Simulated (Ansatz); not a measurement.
**CaO: energy along a strain**

CaO, P6_3/mmc, a = 3.992 Å, c = 4.785 Å (as given, not relaxed at this level: -5.7 GPa). This isn't the usual stable structure of the compound. Ansatz: LDA, PAW, 420 eV, Γ-centred 9×9×6 mesh on 4 atoms, Gaussian smearing 0.05 eV; no spin polarisation. Cell vectors (Å): 3.992 0.000 0.000; -1.996 3.457 0.000; 0.000 0.000 4.785. The cell is strained by x per cent times the pattern (1 0 0 0 0 0) in the order xx yy zz yz xz xy (engineering shears), with fractional coordinates held. y is the free energy over the start, V0 = 16.509 Å³/atom.

```
x (%) y (meV/atom)
-2.00             ?
-1.50         -6.93
-1.00         -4.98
-0.50         -2.66
 0.00          0.00
 0.50          2.97
 1.00          6.27
 1.50          9.89
 1.75         11.79
 2.00         13.78
```

Problem. Fit y = c1 x + c2 x² + c3 x³ to the other rows, get the stiffness along the pattern, and predict the missing energy.

Solution. Least squares on the rows shown. y = 5.638 x + 0.6547 x² − 0.01457 x³. The clamped-ion stiffness p·C·p = 2 × 6.547 eV × 160.2 / 16.509 Å³ = 127 GPa, which is C11 in these axes (second derivative at the start, which stands under stress). At x = -2.00 the fit asked for gives -8.54 meV/atom. The run gave -8.50 meV/atom, so the fit is 0.04 meV/atom too low, a small miss on the scale of the series.